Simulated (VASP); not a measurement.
Here is a VASP 6.6.1 calculation.

The input POSCAR:

```
BaF2
1.0
   -0.0000000000      3.0437379868      3.0437379868
    3.0437379868      0.0000000000      3.0437379868
    3.0437379868      3.0437379868     -0.0000000000
  Ba              F
     1     2
Direct
     1.0000000000000000    1.0000000000000000    0.0000000000000000
     0.2500000000000000    0.2500000000000000    0.2500000000000000
     0.7500000000000000    0.7500000000000000    0.7500000000000000
```

The input INCAR.step1:

```
SYSTEM = BaF2
  PREC = Accurate
  ENCUT = 600
  EDIFF = 1E-8
  ISMEAR = 0
  SIGMA = 0.03
  LREAL = .FALSE.
  LASPH = .TRUE.
  NELM = 80
  ALGO = Normal
  ISIF = 3
  LWAVE = .FALSE.
  LCHARG = .FALSE.
  GGA = CA
  KPAR = 2
  IBRION = 2
  NSW = 40
  EDIFFG = -0.002
```

File INCAR.step2:

```
SYSTEM = BaF2
  PREC = Accurate
  ENCUT = 600
  EDIFF = 1E-8
  ISMEAR = 0
  SIGMA = 0.03
  LREAL = .FALSE.
  LASPH = .TRUE.
  NELM = 80
  ALGO = Normal
  ISIF = 2
  LWAVE = .FALSE.
  LCHARG = .FALSE.
  GGA = CA
  KPAR = 2
  IBRION = 6
  NFREE = 2
  POTIM = 0.015
  NSW = 1
```

KPOINTS

```
regular mesh
0
G
  8 8 8
  0 0 0
```

Potentials or basis: VASP PAW LDA potentials, release 64 (Ba_sv, F).

The run is started by

```console
$ cat potpaw_LDA.64/Ba_sv/POTCAR potpaw_LDA.64/F/POTCAR > POTCAR
$ cp INCAR.step1 INCAR
$ mpirun -np 2 vasp_std > vasp.out
$ cp CONTCAR POSCAR
$ cp INCAR.step2 INCAR
$ mpirun -np 2 vasp_std > vasp.out
```

(1) Predict the highest phonon frequency at Γ, LO-TO splitting left out.

Answers

(1) 261 cm⁻¹.
